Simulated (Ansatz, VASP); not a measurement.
# Ni: VASP beside Ansatz

File INCAR:

```
PREC = Accurate
ENCUT = 600
EDIFF = 1E-6
ISMEAR = -1
SIGMA = 0.05
LREAL = F
LASPH = T
NELM = 150
ALGO = Normal
ISIF = 3
LWAVE = F
LCHARG = F
ISPIN = 2
MAGMOM = 0.8
LORBIT = 11
LMAXMIX = 4
GGA = CA
IBRION = 2
NSW = 80
EDIFFG = -0.01
```

File KPOINTS:

```
Automatic mesh
0
Gamma
  15 15 15
```

The input POSCAR:

```
Ni
1.0
    0.0000000000      1.7619400000      1.7619400000
    1.7619400000      0.0000000000      1.7619400000
    1.7619400000      1.7619400000      0.0000000000
Ni
1
Direct
    0.0000000000      0.0000000000      0.0000000000
```

Input for Ansatz:

```yaml
crystal:
  lattice:
    - [0.0, 1.76194, 1.76194]
    - [1.76194, 0.0, 1.76194]
    - [1.76194, 1.76194, 0.0]
  atoms:
    - { symbol: Ni, position: [0.0, 0.0, 0.0], spin: 0.8 }
hamiltonian:
  xc: lda
  pseudopotentials:
    kind: paw
    azcp:
      Ni: "pseudopotentials/Ni.paw.azcp"
basis:
  ecutwfc: 420
  fft_grid_basis: typed
kpoints:
  mp_grid: { grid: [15, 15, 15], shift: [0, 0, 0] }
magnetization:
  spin_polarized: true
scf:
  occupations: { method: fermi_dirac, width: 0.05 }
relax:
  max_steps: 60
  f_tol: 0.01
  cell: {}
```

Alike in both runs: task relaxation of cell and atoms; functional LDA; k mesh 15 × 15 × 15; occupations fermi-dirac, width 0.05 eV; collinear spin.

|  | VASP | Ansatz |
| --- | --- | --- |
| version | VASP 6.6.1 | Ansatz 0.2.0 |
| potentials or method | VASP PAW LDA potentials, release 64 (Ni) | plane waves (420 eV) with PAW, scalar-relativistic |
| plane-wave cutoff (eV) | 600 | 420 |
| valence electrons in the cell | 10 | 18 |

```csv
,VASP,Ansatz,Ansatz less VASP
net moment per atom (μB),0.60,0.62,+0.020
size of the moment on the site where the two differ most (μB),0.60,0.65,+0.047
relaxed volume (Å³/atom),10.03,10.04,+0.012
relaxed cell length with the largest relative difference (Å),2.421,2.422,+0.0009
energy change over the relaxation (meV/atom),-55,-54,+0.6
```

Site moments also hang on the region over which each program counts them. The two sets of potentials don't hold the same shells in valence. Ansatz warned: «pseudo_functional_mismatch».

LDA usually gives volumes a few per cent too small. Zero-point motion and thermal expansion aren't in these numbers.
